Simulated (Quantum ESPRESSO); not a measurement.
# MoS2 (R3m) in Quantum ESPRESSO: settings compared, part 4 of 5

Quantum ESPRESSO 7.5. Earlier steps stand in the parts before.

### Step 5. Phonons, PBEsol

pw.in

```
&CONTROL
  calculation = 'scf'
  prefix = 'pwscf'
  outdir = './tmp'
  pseudo_dir = './pseudo'
  tprnfor = .true.
  tstress = .true.
  disk_io = 'low'
/
&SYSTEM
  ibrav = 0
  celldm(1) = 8
  nat = 3
  ntyp = 2
  ecutwfc = 45
  ecutrho = 360
  nbnd = 20
  occupations = 'smearing'
  smearing = 'fd'
  degauss = 0.00367493
/
&ELECTRONS
  conv_thr = 6d-10
  electron_maxstep = 120
  mixing_beta = 0.5
/
ATOMIC_SPECIES
Mo    95.9500 mo_pbesol_v1.uspp.F.UPF
S     32.0600 s_pbesol_v1.4.uspp.F.UPF
CELL_PARAMETERS alat
  0.3732209096136   0.2154791926280   1.4527269583061
 -0.3732209096136   0.2154791926280   1.4527269583061
  0.0000000000000  -0.4309583852559   1.4527269583061
ATOMIC_POSITIONS crystal
Mo     0.0000000000    0.0000000000    0.0000000000
S      0.4170000000    0.4170000000    0.4170000000
S      0.2500000000    0.2500000000    0.2500000000
K_POINTS automatic
8 8 8 1 1 1
```

relax.in

```
&CONTROL
  calculation = 'vc-relax'
  prefix = 'pwscf'
  outdir = './tmp'
  pseudo_dir = './pseudo'
  tprnfor = .true.
  tstress = .true.
  disk_io = 'low'
  nstep = 40
  forc_conv_thr = 0.0001
  etot_conv_thr = 1d-06
/
&SYSTEM
  ibrav = 0
  celldm(1) = 8
  nat = 3
  ntyp = 2
  ecutwfc = 45
  ecutrho = 360
  nbnd = 20
  occupations = 'smearing'
  smearing = 'fd'
  degauss = 0.00367493
/
&ELECTRONS
  conv_thr = 6d-10
  electron_maxstep = 120
  mixing_beta = 0.5
/
&IONS
  ion_dynamics = 'bfgs'
/
&CELL
  cell_dynamics = 'bfgs'
  press = 0
  press_conv_thr = 0.2
/
ATOMIC_SPECIES
Mo    95.9500 mo_pbesol_v1.uspp.F.UPF
S     32.0600 s_pbesol_v1.4.uspp.F.UPF
CELL_PARAMETERS alat
  0.3732209096096   0.2154791926303   1.4527269583061
 -0.3732209096096   0.2154791926303   1.4527269583061
  0.0000000000000  -0.4309583852606   1.4527269583061
ATOMIC_POSITIONS crystal
Mo     0.0000000000    0.0000000000    0.0000000000
S      0.4170000000    0.4170000000    0.4170000000
S      0.2500000000    0.2500000000    0.2500000000
K_POINTS automatic
8 8 8 1 1 1
```

gamma.in

```
&CONTROL
  calculation = 'bands'
  prefix = 'pwscf'
  outdir = './tmp'
  pseudo_dir = './pseudo'
  disk_io = 'low'
  verbosity = 'high'
/
&SYSTEM
  ibrav = 0
  celldm(1) = 8
  nat = 3
  ntyp = 2
  ecutwfc = 45
  ecutrho = 360
  nbnd = 20
  occupations = 'smearing'
  smearing = 'fd'
  degauss = 0.00367493
/
&ELECTRONS
  conv_thr = 1d-08
  electron_maxstep = 120
  mixing_beta = 0.5
  diago_full_acc = .true.
  startingwfc = 'random'
/
ATOMIC_SPECIES
Mo    95.9500 mo_pbesol_v1.uspp.F.UPF
S     32.0600 s_pbesol_v1.4.uspp.F.UPF
CELL_PARAMETERS alat
  0.3709424339888   0.2141637141173   1.4728875510483
 -0.3709424339888   0.2141637141173   1.4728875510483
 -0.0000000000000  -0.4283274282346   1.4728875510483
ATOMIC_POSITIONS crystal
Mo     0.0000981405    0.0000981405    0.0000981405
S      0.4167219782    0.4167219782    0.4167219782
S      0.2501798813    0.2501798813    0.2501798813
K_POINTS crystal
1
0.0 0.0 0.0 1
```

scf2.in

```
&CONTROL
  calculation = 'scf'
  prefix = 'pwscf'
  outdir = './tmp'
  pseudo_dir = './pseudo'
  tprnfor = .true.
  tstress = .true.
  disk_io = 'low'
/
&SYSTEM
  ibrav = 0
  celldm(1) = 8
  nat = 3
  ntyp = 2
  ecutwfc = 45
  ecutrho = 360
  nbnd = 20
  occupations = 'fixed'
/
&ELECTRONS
  conv_thr = 1d-13
  electron_maxstep = 120
  mixing_beta = 0.5
  startingpot = 'file'
/
ATOMIC_SPECIES
Mo    95.9500 mo_pbesol_v1.uspp.F.UPF
S     32.0600 s_pbesol_v1.4.uspp.F.UPF
CELL_PARAMETERS alat
  0.3709424339888   0.2141637141173   1.4728875510483
 -0.3709424339888   0.2141637141173   1.4728875510483
 -0.0000000000000  -0.4283274282346   1.4728875510483
ATOMIC_POSITIONS crystal
Mo     0.0000981405    0.0000981405    0.0000981405
S      0.4167219782    0.4167219782    0.4167219782
S      0.2501798813    0.2501798813    0.2501798813
K_POINTS automatic
8 8 8 1 1 1
```

ph.in

```
phonons of MoS2
&INPUTPH
  prefix = 'pwscf'
  outdir = './tmp'
  tr2_ph = 1d-18
  fildyn = 'dyn'
  niter_ph = 90
  alpha_mix(1) = 0.7
  epsil = .true.
/
0.0000000000 0.0000000000 0.0000000000
```

dynmat.in

```
&INPUT
  fildyn = 'dyn'
  asr = 'crystal'
  lperm = .true.
  filout = 'dynmat.disp'
  fileig = 'dynmat.eig'
/
```

dynmat_lo.in

```
&INPUT
  fildyn = 'dyn'
  asr = 'crystal'
  filout = 'dynmat_lo.disp'
  fileig = 'dynmat_lo.eig'
  q(1) = 0
  q(2) = 0
  q(3) = 1
/
```

Potentials or basis: GBRV 1.5 PBEsol.

Launch:

```sh
> OMP_NUM_THREADS=1 mpirun -n 4 pw.x -nk 4 -in pw.in > pw.out
> OMP_NUM_THREADS=1 mpirun -n 4 pw.x -nk 4 -in relax.in > relax.out
> OMP_NUM_THREADS=1 mpirun -n 4 pw.x -in gamma.in > gamma.out
> OMP_NUM_THREADS=1 mpirun -n 4 pw.x -nk 4 -in scf2.in > scf2.out
> OMP_NUM_THREADS=1 mpirun -n 4 ph.x -nk 4 -in ph.in > ph.out
> OMP_NUM_THREADS=1 mpirun -n 1 dynmat.x -in dynmat.in > dynmat.out
> OMP_NUM_THREADS=1 mpirun -n 1 dynmat.x -in dynmat_lo.in > dynmat_lo.out
```

pw.out:

```text
This program is part of the open-source Quantum ESPRESSO suite
     for quantum simulation of materials; please cite
[... 6 lines left out ...]
     using ibrav=0 with symmetry is DISCOURAGED, use correct ibrav instead

     K-points division:     npool     =       4
     Subspace diagonalization in iterative solution of the eigenvalue problem:
     a serial algorithm will be used

     G-vector sticks info
     --------------------
     sticks:   dense  smooth     PW     G-vecs:    dense   smooth      PW
     Sum        2013    1003    339                41357    14647    2873

     Using Slab Decomposition

     bravais-lattice index     =            0
     lattice parameter (alat)  =       8.0000  a.u.
     unit-cell volume          =     358.9025 (a.u.)^3
     number of atoms/cell      =            3
     number of atomic types    =            2
     number of electrons       =        26.00
     number of Kohn-Sham states=           20
     kinetic-energy cutoff     =      45.0000  Ry
     charge density cutoff     =     360.0000  Ry
     scf convergence threshold =      6.0E-10
     mixing beta               =       0.5000
     number of iterations used =            8  plain     mixing
     Exchange-correlation= SLA  PW   PSX  PSC
                           (   1   4  10   8   0   0   0)

     celldm(1)=   8.000000  celldm(2)=   0.000000  celldm(3)=   0.000000
     celldm(4)=   0.000000  celldm(5)=   0.000000  celldm(6)=   0.000000

     crystal axes: (cart. coord. in units of alat)
[... 116 lines left out ...]

     Initial potential from superposition of free atoms

     starting charge      25.9990, renormalised to      26.0000
     Starting wfcs are   21 randomized atomic wfcs

     Self-consistent Calculation

     iteration #  1     ecut=    45.00 Ry     beta= 0.50
     Davidson diagonalization with overlap
     ethr =  1.00E-02,  avg # of iterations =  5.5

     Threshold (ethr) on eigenvalues was too large:
     Diagonalizing with lowered threshold

     Davidson diagonalization with overlap
     ethr =  3.88E-04,  avg # of iterations =  3.7

     total energy              =    -187.54414568 Ry
     estimated scf accuracy    <       0.11391303 Ry
[... 57 lines left out ...]
     iteration # 10     ecut=    45.00 Ry     beta= 0.50
     Davidson diagonalization with overlap
     ethr =  3.33E-11,  avg # of iterations =  1.9

     End of self-consistent calculation

          k =-0.0000 0.0000 0.0430 (  1819 PWs)   bands (ev):

   -50.4153 -24.6081 -24.3702 -24.3702  -4.0316  -2.3086   4.0567   7.5981
     7.5981   8.7432   8.7432   9.5275  10.1586  13.1095  13.1095  13.5429
    13.5429  16.4686  19.0703  19.4596
[... 351 lines left out ...]
   -50.4091 -24.5959 -24.4321 -24.3842  -3.5560  -2.6099   5.2651   7.0842
     7.1053   7.8310   8.4176   8.9371  10.6397  12.9394  13.1533  13.2349
    13.6079  17.5731  20.0643  20.4061

     the Fermi energy is    11.5205 ev

!    total energy              =    -187.57541784 Ry
     estimated scf accuracy    <          4.3E-10 Ry
     smearing contrib. (-TS)   =      -0.00000011 Ry
     internal energy E=F+TS    =    -187.57541773 Ry

     The total energy is F=E-TS. E is the sum of the following terms:
     one-electron contribution =     -87.50640473 Ry
     hartree contribution      =      54.92011989 Ry
     xc contribution           =     -36.03873590 Ry
     ewald contribution        =    -118.95039699 Ry

     convergence has been achieved in  10 iterations

     Forces acting on atoms (cartesian axes, Ry/au):

     atom    1 type  1   force =     0.00000000   -0.00000000    0.00334905
     atom    2 type  2   force =     0.00000000    0.00000000    0.00609933
     atom    3 type  2   force =     0.00000000    0.00000000   -0.00944837

     Total force =     0.011734     Total SCF correction =     0.000030

     Computing stress (Cartesian axis) and pressure

          total   stress  (Ry/bohr**3)                   (kbar)     P=        0.17
  -0.00006637  -0.00000000   0.00000000           -9.76       -0.00        0.00
   0.00000000  -0.00006637   0.00000000            0.00       -9.76        0.00
   0.00000000   0.00000000   0.00013616            0.00        0.00       20.03

=------------------------------------------------------------------------------=
   JOB DONE.
=------------------------------------------------------------------------------=
```

gamma.out:

```text
This program is part of the open-source Quantum ESPRESSO suite
     for quantum simulation of materials; please cite
         "P. Giannozzi et al., J. Phys.:Condens. Matter 21 395502 (2009);
         "P. Giannozzi et al., J. Phys.:Condens. Matter 29 465901 (2017);
         "P. Giannozzi et al., J. Chem. Phys. 152 154105 (2020);
     in publications or presentations arising from this work. More details at
[... 177 lines left out ...]

   -50.4303 -24.6332 -24.3679 -24.3679  -4.0714  -2.4031   4.0156   7.6724
     7.6724   8.8111   8.8111   9.6395   9.7403  13.1324  13.1324  13.5126
    13.5126  16.5521  19.1212  19.2381

=------------------------------------------------------------------------------=
   JOB DONE.
=------------------------------------------------------------------------------=
```

It took 26 min on 4 MPI ranks of Intel Xeon Platinum 8488C (Sapphire Rapids), shared host; peak memory 1.4 GiB.

What came out:

- Free energy: -2552.0995 eV
- Relaxed volume: 17.76 Å³/atom
- Relaxed cell: a = 6.494 Å, b = 6.494 Å, c = 6.494 Å, α = 27.99°, β = 27.99°, γ = 27.99°
- Space group after relaxing (to 0.05 Å): R3m (No. 160)
- Pressure after relaxing: 0.0 GPa
- Electronic dielectric tensor (diagonal): 14.98, 14.98, 6.31
- Born charges (mean of the diagonal): Mo -0.96; S +0.46, +0.49 e
- Highest phonon frequency at Γ, LO-TO splitting left out: 469 cm⁻¹
- Static dielectric tensor (diagonal): 15.18, 15.18, 6.36

Forces in eV/Å, atoms in the order of the input:
```
Mo   0.000  0.000  0.002
S    0.000  0.000  0.001
S    0.000  0.000 -0.002
```

The path:
| step | energy change (eV) | largest force (eV/Å) | pressure (GPa) | volume (Å³) |
| --- | --- | --- | --- | --- |
| 1 | 0.0000 | 0.2429 | 0.02 | 53.18 |
| 2 | -0.0037 | 0.0522 | -0.47 | 53.19 |
| 3 | -0.0056 | 0.0351 | -0.20 | 52.97 |
| 4 | -0.0057 | 0.0166 | -0.01 | 52.90 |
| 5 | -0.0057 | 0.0097 | 0.03 | 52.89 |
| 6 | -0.0057 | 0.0087 | 0.05 | 52.90 |
| 7 | -0.0057 | 0.0078 | 0.07 | 52.91 |
| 8 | -0.0057 | 0.0105 | 0.09 | 52.93 |
| 9 | -0.0057 | 0.0127 | 0.10 | 52.96 |
| 10 | -0.0058 | 0.0141 | 0.10 | 53.02 |
| 11 | -0.0058 | 0.0138 | 0.09 | 53.10 |
| 12 | -0.0058 | 0.0110 | 0.06 | 53.22 |
| 13 | -0.0058 | 0.0068 | 0.03 | 53.25 |
| 14 | -0.0058 | 0.0021 | 0.01 | 53.27 |

Final structure:
```cif
data_structure
_symmetry_space_group_name_H-M 'P 1'
_symmetry_Int_Tables_number 1
_cell_length_a 6.4937
_cell_length_b 6.4937
_cell_length_c 6.4937
_cell_angle_alpha 27.989
_cell_angle_beta 27.989
_cell_angle_gamma 27.989
_cell_volume 53.27
loop_
_atom_site_label
_atom_site_type_symbol
_atom_site_fract_x
_atom_site_fract_y
_atom_site_fract_z
_atom_site_occupancy
Mo1 Mo 0.00010 0.00010 0.00010 1
S1 S 0.41672 0.41672 0.41672 1
S2 S 0.25018 0.25018 0.25018 1
```

Phonon frequencies in cm⁻¹ (negative: imaginary):
| q point | frequencies |
| --- | --- |
| (0.000, 0.000, 0.000) | 2 2 2 287 287 385 385 408 469 |

Electronic dielectric tensor:
```
14.98  0.00  0.00
 0.00 14.98  0.00
 0.00  0.00  6.31
```

Born effective charge tensors (e):
atom 1, Mo
```
-1.10  0.00  0.00
 0.00 -1.10  0.00
 0.00  0.00 -0.66
```
atom 2, S
```
0.54 0.00 0.00
0.00 0.54 0.00
0.00 0.00 0.30
```
atom 3, S
```
0.55 0.00 0.00
0.00 0.55 0.00
0.00 0.00 0.37
```

Optical modes at Γ, degenerate ones joined, polar ones without the macroscopic field:
```
cm⁻¹  components  symmetry     active in  IR intensity, summed ((D/Å)²/amu)
 287           2         E  IR and Raman                               0.00
 385           2         E  IR and Raman                               1.45
 408           1        A1  IR and Raman                               0.00
 469           1        A1  IR and Raman                               0.26
```

Zone-centre frequencies without and with the macroscopic field along z (cm⁻¹):
```csv
,optical modes in rising order
without,287 287 385 385 408 469
with the field,287 287 385 385 408 470
```

Static dielectric tensor, electrons and zone-centre modes:
```
15.18  0.00  0.00
 0.00 15.18  0.00
 0.00  0.00  6.36
```

Caveat: the layers were relaxed without a dispersion term, so their spacing and the soft interlayer modes are unreliable.

[end of part 4 of 5]
